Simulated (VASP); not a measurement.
# CuAu: V into a neighbouring Cu vacancy

How hard is this move in CuAu: V into a neighbouring Cu vacancy? Both ends are relaxed first, then a band of images between them. The start is a cell from a database of measured crystal structures.

Calculated with VASP 6.6.1; PBE; plane waves and PAW (Au, Cu), in the first sound run; inputs show where later runs differ.

The database entry behind the starting cell is an old determination (1936), so it need not match the best structure at ambient conditions.

## 1. The host crystal

The structure is tetragonal, space group P4/mmm (No. 123). Conventional cell: a = 2.811 Å, b = 2.811 Å, c = 3.685 Å, α = 90.00°, β = 90.00°, γ = 90.00°. Nearest to Au lie 8 Cu at 2.71 Å and 4 Au at 2.81 Å. Cu has 8 Au at 2.71 Å and 4 Cu at 2.81 Å nearest. Farther neighbours are not listed.

## 2. Relax the host

The later steps need the crystal at this functional's own lattice; a raised cutoff keeps the stress reliable while the cell changes.

Input file INCAR:

```
SYSTEM = CuAu
PREC = Accurate
ENCUT = 390
EDIFF = 1E-06
NELM = 120
ISMEAR = 1
SIGMA = 0.15
LREAL = .FALSE.
ALGO = Normal
GGA = PE
NBANDS = 17
LASPH = .TRUE.
LORBIT = 11
LWAVE = .FALSE.
LCHARG = .FALSE.
KPAR = 3
IBRION = 2
NSW = 40
ISIF = 3
EDIFFG = -0.02
POTIM = 0.4
```

Input file POSCAR:

```
CuAu
1.0
    2.8107494552      0.0000000000      0.0000000000
    0.0000000000      2.8107494552      0.0000000000
    0.0000000000      0.0000000000      3.6850000000
Au Cu
1 1
Direct
    0.0000000000      0.0000000000      0.0000000000
    0.5000000000      0.5000000000      0.5000000000
```

Input file KPOINTS:

```
Automatic mesh
0
Gamma
12 12 9
0 0 0
```

Potentials, in the order of the species: Au and Cu (PBE family, release 64).

Command:

```sh
> mpirun -np 3 vasp_std
```

The program printed:

```text
[banner, memory and clock lines left out]
running    3 mpi-ranks, on    1 nodes
 distrk:  each k-point on    1 cores,    3 groups
 distr:  one band on    1 cores,    1 groups

 POSCAR found type information on POSCAR AuCu
 POSCAR found :  2 types and       2 ions
 LDA part: xc-table for (Slater+PW92), standard interpolation
 POSCAR, INCAR and KPOINTS ok, starting setup
 FFT: planning ... GRIDC
 FFT: planning ... GRID_SOFT
 FFT: planning ... GRID
 WAVECAR not read
 entering main loop
       N       E                     dE             d eps       ncg     rms          rms(c)
DAV:   1     0.105526530836E+03    0.10553E+03   -0.92856E+03  5201   0.147E+03
DAV:   2    -0.476480775330E+01   -0.11029E+03   -0.10378E+03  4845   0.263E+02
DAV:   3    -0.798411539562E+01   -0.32193E+01   -0.31594E+01  5790   0.562E+01
DAV:   4    -0.802513053565E+01   -0.41015E-01   -0.40995E-01  5934   0.517E+00
DAV:   5    -0.802632421357E+01   -0.11937E-02   -0.11936E-02  6770   0.922E-01    0.116E+01
DAV:   6    -0.751214439828E+01    0.51418E+00   -0.71838E+00  5022   0.744E+01    0.550E+00
DAV:   7    -0.712019389768E+01    0.39195E+00   -0.28246E+00  5891   0.797E+01    0.593E+00
DAV:   8    -0.705354965724E+01    0.66644E-01   -0.22997E-01  6690   0.123E+01    0.283E+00
DAV:   9    -0.704688382483E+01    0.66658E-02   -0.14995E-02  7219   0.227E+00    0.176E-01
DAV:  10    -0.704631440996E+01    0.56941E-03   -0.38923E-03  6434   0.106E+00    0.942E-02
DAV:  11    -0.704628820720E+01    0.26203E-04   -0.12306E-04  7040   0.167E-01    0.274E-02
DAV:  12    -0.704628397588E+01    0.42313E-05   -0.14595E-05  7352   0.102E-01    0.552E-03
DAV:  13    -0.704628364444E+01    0.33144E-06   -0.75934E-07  2939   0.124E-02
   1 F= -.70462836E+01 E0= -.70456505E+01  d E =-.704628E+01
 curvature:   0.00 expect dE= 0.000E+00 dE for cont linesearch  0.000E+00
 trial: gam= 0.00000 g(F)=  0.000E+00 g(S)=  0.367E-01 ort = 0.000E+00 (trialstep = 0.100E+01)
 search vector abs. value=  0.367E-01
 bond charge predicted
       N       E                     dE             d eps       ncg     rms          rms(c)
DAV:   1    -0.778020829528E+01   -0.73392E+00   -0.10419E+01  5115   0.643E+01    0.623E+00
DAV:   2    -0.727280024351E+01    0.50741E+00   -0.38543E+00  4958   0.622E+01    0.314E+00
DAV:   3    -0.712615076093E+01    0.14665E+00   -0.18266E+00  5089   0.381E+01    0.303E+00
DAV:   4    -0.706654530331E+01    0.59605E-01   -0.11580E-01  6103   0.132E+01    0.149E+00
DAV:   5    -0.705596033780E+01    0.10585E-01   -0.37875E-02  6640   0.651E+00    0.290E-01
DAV:   6    -0.705524467859E+01    0.71566E-03   -0.58126E-03  7172   0.211E+00    0.331E-02
DAV:   7    -0.705525534230E+01   -0.10664E-04   -0.77133E-05  5395   0.709E-02    0.116E-02
DAV:   8    -0.705525418063E+01    0.11617E-05   -0.23694E-06  5275   0.201E-02    0.369E-03
DAV:   9    -0.705525449027E+01   -0.30965E-06   -0.56629E-07  2726   0.245E-02
   2 F= -.70552545E+01 E0= -.70549150E+01  d E =-.897085E-02
[... from here on, the cycles between the ionic steps are left out ...]
   3 F= -.70582756E+01 E0= -.70578535E+01  d E =-.119920E-01
   4 F= -.70593196E+01 E0= -.70589995E+01  d E =-.104401E-02
   5 F= -.70615439E+01 E0= -.70613067E+01  d E =-.326827E-02
   6 F= -.70623348E+01 E0= -.70617908E+01  d E =-.405916E-02
   7 F= -.70624594E+01 E0= -.70620645E+01  d E =-.418373E-02
   8 F= -.70624584E+01 E0= -.70620984E+01  d E =-.418274E-02
   9 F= -.70623045E+01 E0= -.70619636E+01  d E =0.153899E-03
 trial-energy change:    0.000154  1 .order    0.000149   -0.000232    0.000531
 step:   0.6688(harm=  0.6851)  dis= 0.00000  next Energy=    -7.062493 (dE=-0.342E-04)
 bond charge predicted
       N       E                     dE             d eps       ncg     rms          rms(c)
DAV:   1    -0.706802009416E+01   -0.57156E-02   -0.75150E-02  5136   0.531E+00    0.566E-01
DAV:   2    -0.706499594075E+01    0.30242E-02   -0.38723E-02  4943   0.587E+00    0.343E-01
DAV:   3    -0.706284324892E+01    0.21527E-02   -0.16737E-02  5061   0.433E+00    0.214E-01
DAV:   4    -0.706255400486E+01    0.28924E-03   -0.78744E-04  6748   0.853E-01    0.107E-01
DAV:   5    -0.706249898782E+01    0.55017E-04   -0.16439E-04  7130   0.365E-01    0.262E-02
DAV:   6    -0.706249523759E+01    0.37502E-05   -0.24812E-05  7127   0.100E-01    0.185E-03
DAV:   7    -0.706249539730E+01   -0.15971E-06   -0.35102E-07  2578   0.837E-03
  10 F= -.70624954E+01 E0= -.70621409E+01  d E =-.370161E-04
 curvature:  -0.35 expect dE=-0.594E-06 dE for cont linesearch -0.372E-06
 trial: gam= 0.00000 g(F)=  0.750E-63 g(S)=  0.172E-05 ort =-0.106E-04 (trialstep = 0.194E+01)
 search vector abs. value=  0.172E-05
 reached required accuracy - stopping structural energy minimisation
```

Elapsed: 33 s, on 3 MPI ranks of Intel Xeon 6975P-C (Granite Rapids), shared host; peak memory 0.5 GiB; 96 s of CPU time.

The logs omit lines about the potential files and the build; timing stands in the text.

Parts of OUTCAR (step 2):

```text
ion  position               nearest neighbor table
   1  0.000  0.000  0.000-   2 2.71   2 2.71   2 2.71   2 2.71   2 2.71   2 2.71   2 2.71   2 2.71

  LATTYP: Found a simple tetragonal cell.
 ALAT       =     2.8107494552
 C/A-ratio  =     1.3110382333

 Subroutine GETGRP returns: Found 16 space group operations
 (whereof 16 operations were pure point group operations)

The static configuration has the point symmetry D_4h.

 Found    140 irreducible k-points:

   k-points           NKPTS =    140   k-points in BZ     NKDIM =    140   number of bands    NBANDS=     17

   dimension x,y,z NGX =    18 NGY =   18 NGZ =   24
   dimension x,y,z NGXF=    36 NGYF=   36 NGZF=   48

   ENCUT  =  390.0 eV  28.66 Ry    5.35 a.u.   4.53  4.53  5.93*2*pi/ulx,y,z

   NELECT =      22.0000    total number of electrons

 k-points in reciprocal lattice and weights: Automatic mesh
   0.00000000  0.00000000  0.00000000       0.001
   0.08333333  0.00000000  0.00000000       0.003
   0.16666667  0.00000000  0.00000000       0.003
   0.25000000  0.00000000  0.00000000       0.003
   0.33333333  0.00000000  0.00000000       0.003
   0.41666667  0.00000000  0.00000000       0.003
   0.50000000  0.00000000  0.00000000       0.002
   0.08333333  0.08333333  0.00000000       0.003
   0.16666667  0.08333333  0.00000000       0.006
[...]
0.50000000  0.41666667  0.44444444       0.006
   0.50000000  0.50000000  0.44444444       0.002

 average (electrostatic) potential at core
       1 -65.5444       2 -62.6687

 E-fermi :   8.2267

 k-point     1 :       0.0000    0.0000    0.0000
  band No.  band energies     occupation
    ...
      7       5.6730      2.00000
      8       6.2794      2.00000
      9       6.6480      2.00000
     10       6.8494      2.00000
     11       6.8494      2.00000
     12      11.1544     -0.00000
     13      16.9586      0.00000
     14      17.6294      0.00000
     15      17.6294      0.00000
     16      24.2079      0.00000
    ...

 k-point     2 :       0.0833    0.0000    0.0000
  band No.  band energies     occupation
    ...
      7       5.6940      2.00000
      8       6.2672      2.00000
      9       6.5798      2.00000
     10       6.6571      2.00000
     11       6.8157      2.00000
     12      11.5498      0.00000
     13      16.1695      0.00000
     14      17.4554      0.00000
     15      17.8938      0.00000
     16      24.1311      0.00000
    ...

 k-point     3 :       0.1667    0.0000    0.0000
  band No.  band energies     occupation
    ...
      7       5.7309      2.00000
      8       6.2545      2.00000
      9       6.2630      2.00000
     10       6.4143      2.00000
     11       6.7179      2.00000
     12      12.5473      0.00000
     13      14.2837      0.00000
     14      17.4198      0.00000
     15      18.6442      0.00000
     16      23.6020      0.00000
    ...

  Total        0.0066564      0.0066564      0.0006810      0.0000000     -0.0000000      0.0000000
  in kB        0.3561034      0.3561034      0.0364297      0.0000000     -0.0000000      0.0000000
  external PRESSURE =       0.2495455 kB  Pullay stress =       0.0000000 kB

  energy-cutoff  :      390.00
  volume of cell :       29.95
      direct lattice vectors                 reciprocal lattice vectors
     2.883715756 -0.000000000 -0.000000000     0.346774816 -0.000000000  0.000000000
    -0.000000000  2.883715756  0.000000000     0.000000000  0.346774816  0.000000000
    -0.000000000 -0.000000000  3.601378893     0.000000000 -0.000000000  0.277671422

 POSITION                                       TOTAL-FORCE (eV/Angst)
 -----------------------------------------------------------------------------------
      0.00000      0.00000      0.00000        -0.000000     -0.000000      0.000000
      1.44186      1.44186      1.80069         0.000000      0.000000      0.000000
 -----------------------------------------------------------------------------------
    total drift:                                0.000000     -0.000000     -0.000000

  FREE ENERGIE OF THE ION-ELECTRON SYSTEM (eV)
  ---------------------------------------------------
  free  energy   TOTEN  =        -7.0624953973 eV

  energy  without entropy=       -7.0614319677  energy(sigma->0) =       -7.06214092

 reached required accuracy - stopping structural energy minimisation

 total charge
# of ion       s       p       d       tot
------------------------------------------
    1        0.601   0.389   8.704   9.694
    2        0.372   0.302   9.216   9.890
--------------------------------------------------
tot          0.973   0.691  17.920  19.583

[... 3 further parts left out ...]
```

The run keeps the 16 symmetry operations of its start, so it cannot find a distortion of lower symmetry.

The steps of the relaxation:

```
step  energy less that of the first step (eV)  largest force (eV/Å)  pressure (GPa)  volume (Å³)
   1                                   0.0000                0.0000            4.32        29.11
   2                                  -0.0090                0.0000           -2.16        30.46
   3                                  -0.0120                0.0000           -0.14        30.00
   4                                  -0.0130                0.0000            0.00        30.00
   5                                  -0.0153                0.0000           -0.16        30.00
   6                                  -0.0161                0.0000           -0.27        29.99
   7                                  -0.0162                0.0000           -0.30        30.00
   8                                  -0.0162                0.0000           -0.22        30.00
   9                                  -0.0160                0.0000            0.52        29.83
  10                                  -0.0162                0.0000            0.03        29.95
```

```
conventional cell, symmetrised  before  after  change
                         a (Å)   2.811  2.884  +2.6 %
                         b (Å)   2.811  2.884  +2.6 %
                         c (Å)   3.685  3.601  -2.3 %
              volume (Å³/atom)   14.56  14.97  +2.9 %
```

The relaxed structure:

```cif
data_structure
_symmetry_space_group_name_H-M 'P 1'
_symmetry_Int_Tables_number 1
_cell_length_a 2.8837
_cell_length_b 2.8837
_cell_length_c 3.6014
_cell_angle_alpha 90.000
_cell_angle_beta 90.000
_cell_angle_gamma 90.000
_cell_volume 29.95
loop_
_atom_site_label
_atom_site_type_symbol
_atom_site_fract_x
_atom_site_fract_y
_atom_site_fract_z
_atom_site_occupancy
Au1 Au 0.00000 0.00000 0.00000 1
Cu2 Cu 0.50000 0.50000 0.50000 1
```

This step gave:

- electronic cycles: 77
- electrons: 22
- free energy (TOTEN): -7.062 eV
- energy at zero smearing: -7.062 eV
- Fermi energy: 8.227 eV
- labelled metallic, from the levels on this mesh: yes

The run ended after 10 ionic steps, 0.016 eV below its first step, once forces and stress met EDIFFG = -0.02.

(Continued in part 2 of 4.)

[Lines on the potential files, build, host, timing and source positions are cut from VASP's logs without a mark.]

[Logs are printed without paths, hosts, clocks, repeated set-up lines and the standing remarks that a program may print on its own settings, such as how far it seeks lower states.]

[Hosts, paths, dates, database ids (printed as entryN), source tags and the programs' standing remarks are cut or masked in the printed files.]

[Runs that stopped without an error message from VASP are left out.]
